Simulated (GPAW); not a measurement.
MnO:

```xyz
2
Lattice="2.9695 0.0000 0.0000 -1.4847 2.5717 0.0000 0.0000 0.0000 2.8981" Properties=species:S:1:pos:R:3 pbc="T T T"
Mn    0.0000    0.0000    0.0000
O     1.4847    0.8572    1.4490
```

Measurements of this composition are mostly on another form, of space group No. 225.

Program: GPAW 26.7.0. Alike in all runs: task single point; cell as given; k mesh 7 × 7 × 7; cutoff (eV) 800; smearing gaussian 0.05 eV.

**Question.** Order these runs on this cell by their pressure, lowest first.
A. level LDA; potentials or basis the program's PAW data sets (release 1.2.1) made for this functional, pw; spin collinear, ferromagnetic start
B. level LDA; potentials or basis the program's PAW data sets (release 1.2.1) made for this functional, pw; spin collinear, zero start; fixed moment (μB) 0.0
C. level PBE+U; potentials or basis GPAW PAW data sets (gpaw-data 1.2.1), pw; spin collinear, random start; U Mn d U = 2 eV

**Answer.** B (-47.3 GPa), A (-17.1 GPa), C (6.5 GPa).

Caveats: a cell with one magnetic atom can't hold antiferromagnetic order, which such compounds often take (some runs); the run has no moments, though such compounds are often magnetic (some runs); a magnetic state may lie lower (some runs); a pressure of tens of GPa on the cell as given is suspect, and the run, the potentials or the cell itself is likely at fault (some runs); the total moment is fixed, so each spin has its own Fermi level (some runs); so large a pressure means that the cell lies far from this level's equilibrium, or that cutoff or potentials fall short (some runs).
